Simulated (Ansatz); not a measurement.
**P: strong compression**

One table from this session's results is given with a row withheld; the runs are named, their logs left out.

Computed with Ansatz 0.2.0 (DFT PBE, with the methods named in each step, unless a step's input says otherwise).

## The starting structure

The structure is hexagonal, space group P6/mmm (No. 191). The conventional cell has a = 4.399 Å, b = 4.399 Å, c = 2.569 Å, α = 90.00°, β = 90.00°, γ = 120.00°. P (site symmetry 6/mmm) has 14 P at 2.57 to 2.85 Å as nearest neighbours. P (site symmetry -6m2) is surrounded by 11 P at 2.54 to 2.85 Å.

As a file:

```
P
1.0
     4.39863    0.00000    0.00000
    -2.19932    3.80933    0.00000
     0.00000    0.00000    2.56873
P
3
Cartesian
  0.0000 0.0000 0.0000
  0.0000 2.5396 1.2844
  2.1993 1.2698 1.2844
```

Whether this phase is the stable one at these pressures isn't tested.

Atoms are numbered in the order of the input: P1, P2, P3.

The first run:

input.yaml reads:

```yaml
crystal:
  lattice:
    - [4.3986339056, 0.0, 0.0]
    - [-2.1993169528, 3.8093287042, 0.0]
    - [0.0, 0.0, 2.5687321628]
  atoms:
    - { symbol: P, position: [0.0, 0.0, 0.0] }
    - { symbol: P, position: [0.3333333333, 0.6666666667, 0.5] }
    - { symbol: P, position: [0.6666666667, 0.3333333333, 0.5] }
kpoints:
  mp_grid: { grid: [9, 9, 12] }
  band_path:
    path:
      - [0.0, 0.0, 0.0]
      - [0.5, 0.0, 0.0]
      - [0.3333333333, 0.3333333333, 0.0]
      - [0.0, 0.0, 0.0]
      - [0.0, 0.0, 0.5]
      - [0.5, 0.0, 0.5]
      - [0.3333333333, 0.3333333333, 0.5]
      - [0.0, 0.0, 0.5]
      - [0.5, 0.0, 0.5]
    npoints: 14
scf:
  occupations: { method: fermi_dirac, width: 0.05 }
hamiltonian:
  xc: pbe
  pseudopotentials: { kind: all_electron, lapw: { basis_error: 0.001 } }
output:
  forces: true
  stress: true
  eigenvalues: true
  populations: true
  dos: { projected: true, de: 0.2, e_range: [-14, 8] }
```

Command:

```bash
$ ansatz run input.yaml --threads 1 --pin off --max-ram 3072MiB --backend cpu --events-out ev --progress --plain --runs-dir out
```

Among the steps run: The reference volume, LAPW; Volume scaled by 1, crystal datasets; Volume scaled by 1, norm-conserving; Volume scaled by 0.84, LAPW; Volume scaled by 0.84, norm-conserving; Volume scaled by 0.76, LAPW; Volume scaled by 0.52, LAPW; Volume scaled by 0.45, LAPW; Volume scaled by 0.45, crystal datasets; Volume scaled by 0.45, norm-conserving.

One of the session's tables, all rows but one given; the rest of the session is left out.

| method | volume over the first | volume (Å³/atom) | pressure (GPa) |
| --- | --- | --- | --- |
| LAPW | 1 | 14.347 | 0.05 |
| LAPW | 0.84 | 12.052 | 22.67 |
| LAPW | 0.76 | 10.904 | 43.92 |
| LAPW | 0.52 | 7.460 | 237.26 |
| LAPW | 0.45 | ? | ? |
| PAW | 1 | 14.347 | -0.01 |
| PAW | 0.84 | 12.052 | 22.56 |
| PAW | 0.76 | 10.904 | 43.75 |
| PAW | 0.52 | 7.460 | 236.87 |
| PAW | 0.45 | 6.456 | 392.94 |
| PAW (core large) | 0.52 | 7.460 | 236.87 |
| PAW (level accurate) | 0.45 | 6.456 | 393.36 |
| crystal datasets | 1 | 14.347 | 0.05 |
| crystal datasets | 0.45 | 6.456 | 393.36 |
| norm-conserving | 1 | 14.347 | 0.08 |
| norm-conserving | 0.84 | 12.052 | 22.80 |
| norm-conserving | 0.45 | 6.456 | 391.65 |

**Question.** Estimate the row for LAPW, 0.45.

The run gave: volume (Å³/atom): 6.456; pressure (GPa): 393.37.

Limits of these values: Rows by PAW come from runs of the same series that aren't printed here. A fit over so wide a range leans to the high pressures, so B₀ can be off by several per cent. Warnings in the runs' records: crystal datasets made, second datasets.
